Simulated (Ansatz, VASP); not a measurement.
**Si in VASP and in Ansatz**

File INCAR:

```
ALGO     = Normal         # electronic algorithm
EDIFF    = 1E-6           # SCF threshold, eV
ENCUT    = 520            # plane-wave cutoff, eV
GGA      = PE             # functional
ISIF     = 2              # what is computed and relaxed
ISMEAR   = -1             # smearing method
LASPH    = True           # aspherical terms in the spheres
LCHARG   = True           # write CHGCAR
LELF     = True           # ELF
LREAL    = False          # projectors in reciprocal space
LVHAR    = True         
LWAVE    = False          # write WAVECAR
NBANDS   = 11             # bands
NELM     = 100            # most SCF steps
PREC     = Accurate       # precision mode
SIGMA    = 0.08           # smearing width, eV
```

File KPOINTS:

```
k-points
0
Gamma
  12 12 12
```

POSCAR

```
Si
1.0
    0.0000000000      2.1706455648      2.1706455648
    2.1706455648      0.0000000000      2.1706455648
    2.1706455648      2.1706455648      0.0000000000
Si
2
Direct
   -0.1250000000     -0.1250000000     -0.1250000000
    0.1250000000      0.1250000000      0.1250000000
```

Input for Ansatz:

```yaml
crystal:
  lattice:
    - [0.0, 2.1706455648, 2.1706455648]
    - [2.1706455648, 0.0, 2.1706455648]
    - [2.1706455648, 2.1706455648, 0.0]
  atoms:
    - { symbol: Si, position: [-0.125, -0.125, -0.125] }
    - { symbol: Si, position: [0.125, 0.125, 0.125] }
kpoints:
  mp_grid: { grid: [12, 12, 12] }
scf:
  occupations: { method: fermi_dirac, width: 0.08 }
hamiltonian:
  xc: pbe
  pseudopotentials: { kind: paw }
output:
  forces: true
  stress: true
  eigenvalues: true
  populations: true
  write_density: true
  write_potential: true
  elf: true
  volumetric_format: npy
```

Change from the starting cell: volume scaled by 0.5, PAW files.

Alike in both runs: task single point; functional PBE; k mesh 12 × 12 × 12; occupations fermi-dirac, width 0.08 eV; no spin polarisation.

|  | VASP | Ansatz |
| --- | --- | --- |
| version | VASP 6.6.1 | Ansatz 0.2.0 |
| potentials or method | VASP PAW PBE potentials, release 64 (Si) | PAW with Ansatz's default frozen-core files, scalar-relativistic |
| plane-wave cutoff (eV) | 520 | 420 |
| valence electrons in the cell | 8 | 8 |

```tsv
	VASP	Ansatz	Ansatz less VASP
pressure (GPa)	234.3	234.3	+0.01
```

Caveats: the cell as given lies far from equilibrium; so large a pressure means that the cell lies far from this level's equilibrium, or that cutoff or potentials fall short (VASP).
